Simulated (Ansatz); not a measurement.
# Piezoelectric tensor of GaO

These are results of Ansatz, DFT PBEsol, scalar-relativistic, plane waves, PAW, not measurements. Plane waves to 420 eV; Γ-centred k mesh 12×12×2; fixed occupations. No spin polarisation.

Equilibrium structure at this level:
```yaml
crystal:
  lattice:
    - [3.05949, 0.00000, 0.00000]
    - [-1.52975, 2.64960, 0.00000]
    - [0.00000, 0.00000, 13.42588]
  atoms:
    - { symbol: Ga, position: [0.33333, 0.66667, 0.40787] }
    - { symbol: Ga, position: [0.33333, 0.66667, 0.59213] }
    - { symbol: Ga, position: [0.00000, 0.00000, 0.09213] }
    - { symbol: Ga, position: [0.00000, 0.00000, 0.90787] }
    - { symbol: O, position: [0.66667, 0.33333, 0.14647] }
    - { symbol: O, position: [0.66667, 0.33333, 0.85353] }
    - { symbol: O, position: [0.00000, 0.00000, 0.35343] }
    - { symbol: O, position: [0.00000, 0.00000, 0.64657] }
```

The cell was built by swapping an element in a database structure (itself possibly hypothetical) and relaxing; it need not be the stable form of this composition. The crystal is built of layers and no dispersion correction was added, so the binding between them is poorly described, and with it their spacing and whatever depends on it.

Problem. Give the clamped-ion proper piezoelectric stress tensor e_iJ (C/m², Voigt columns xx yy zz yz xz xy).

Solution.
```
x    0.00  0.00  0.00  0.00  0.00 -0.89
y   -0.89  0.89  0.00  0.00  0.00  0.00
z    0.00  0.00  0.00  0.00  0.00  0.00
```
Signs follow the orientation of the cell as given.

Cost: 1 run of about 12 core-minutes, on Intel Xeon Processor @ 2.70GHz (shared hosts).